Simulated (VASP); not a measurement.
A run of VASP 6.6.1 is set up as follows.

Contents of INCAR:

```
PREC = Accurate
ENCUT = 600
EDIFF = 1E-7
ISMEAR = 0
SIGMA = 0.03
LREAL = F
LASPH = T
NELM = 80
ALGO = Normal
ISIF = 3
LWAVE = F
LCHARG = F
GGA = PS
IBRION = 2
NSW = 90
EDIFFG = -0.005
LATTICE_CONSTRAINTS = .TRUE. .TRUE. .FALSE.
```

Contents of KPOINTS:

```
regular mesh
0
Gamma
  12 12 1
```

The input POSCAR:

```
SnS2                                    
1.0
    3.6450099363      0.0000000000      0.0000000000
   -1.8225049682      3.1566711975      0.0000000000
    0.0000000000      0.0000000000     20.9340000000
  S               Sn            
     2     1
Direct
     0.6666666699999979    0.3333333300000021    0.4295572334295686
     0.3333333300000021    0.6666666699999979    0.5704427665704314
     0.0000000000000000    1.0000000000000000    0.5000000000000000
```

Potentials or basis: VASP PAW PBE potentials, release 64 (S, Sn_d).

The run is started by

```bash
$ cat potpaw_PBE.64/S/POTCAR potpaw_PBE.64/Sn_d/POTCAR > POTCAR
$ mpirun -np 1 vasp_std > vasp.out
```

Q: Estimate the band gap on the k mesh.

A: 1.54 eV, indirect (least direct gap 1.80 eV).

Final structure:
```
S Sn
1.0
     3.64501    0.00000    0.00000
    -1.82250    3.15667    0.00000
     0.00000    0.00000   20.93400
S Sn
2 1
Direct
  0.66667 0.33333 0.42956
  0.33333 0.66667 0.57044
  0.00000 0.00000 0.50000
```

Caveat: the relaxation stopped at its first step, so nothing moved; spin-orbit coupling is left out, which moves the levels of the heavy elements.
